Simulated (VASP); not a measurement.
Rb, 1 atom in the cell. It takes space group Fm-3m (No. 225, cubic). Conventional cell: a = 7.280 Å, b = 7.280 Å, c = 7.280 Å, α = 90.00°, β = 90.00°, γ = 90.00°. This isn't the form of Rb at room conditions, which is bcc.

```yaml
Program: VASP 6.6.1
Task: single point
Functional: r2SCAN
Potentials_or_basis: VASP PAW PBE potentials, release 64 (Rb_sv)
Cutoff: 900 eV
k_mesh: 11 × 11 × 11
Occupations: methfessel-paxton, width 0.05 eV
Spin: no spin polarisation
Further_INCAR_settings: ADDGRID = False; ALGO = Normal; EDIFF = 1e-08
```

Potentials or basis: VASP PAW PBE potentials, release 64 (Rb_sv).

Command:

```bash
$ cat potpaw_PBE.64/Rb_sv/POTCAR > POTCAR
$ mpirun -np 1 vasp_std > vasp.out
```

Hardware: 1 thread of Intel(R) Xeon(R) 6975P-C (Granite Rapids) (shared host).

Question: Estimate the wall time of this run.

Answer: Run time: 9.9 min on 1 thread of Intel(R) Xeon(R) 6975P-C (Granite Rapids) (shared host), peak memory 0.42 GiB. Counts: scf iterations 45, k points 56.
